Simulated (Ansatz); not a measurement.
Ge under changes of volume

One of the cells (24.101 Å³/atom); the others are scaled copies at fixed shape and fractional positions:

```xyz
2
Lattice="4.0904 0.0000 0.0000 -2.0452 3.5424 0.0000 0.0000 0.0000 3.3266" Properties=species:S:1:pos:R:3 pbc="T T T"
Ge    2.0452    1.1808    0.4686
Ge    0.0000    2.3616    2.8580
```

The cell was built by a generator and needn't be a form met in nature.

- Program: Ansatz 0.2.0
- Functional: PBE
- Potentials or basis: Ansatz PAW
- Cutoff: 420 eV (not typed: the program's choice for these potentials)
- k mesh: 8 × 8 × 8
- Occupations: fermi-dirac, width 0.05 eV
- Spin: no spin polarisation

```tsv
volume (Å³/atom)	energy over the lowest point (meV/atom)	pressure (GPa)	largest force (eV/Å)
22.655	3.25	1.7	0.223
23.137	0.00	0.5	0.143
23.619	?	?	?
24.101	3.65	-1.6	0.001
24.583	9.80	-2.5	0.062
25.065	18.39	-3.2	0.121
25.547	29.13	-3.9	0.178
```

Task: What does the run at 23.619 Å³/atom give?

Result: Energy over the lowest point 0.26 meV/atom; pressure -0.6 GPa; largest force 0.069 eV/Å.

Worked out: A Birch-Murnaghan fit of order 3 (a polynomial in V^(-2/3)) to the other rows has its minimum at 23.34 Å³/atom with B0 = V·E''(V) = 54 GPa and B' = 4.9 at fixed shape and positions, which overstates the stiffness. It gives 0.27 meV/atom at 23.619 Å³/atom, against the run's 0.26, and -dE/dV = -0.6 GPa, against -0.6.

Energies are extrapolated to zero smearing.
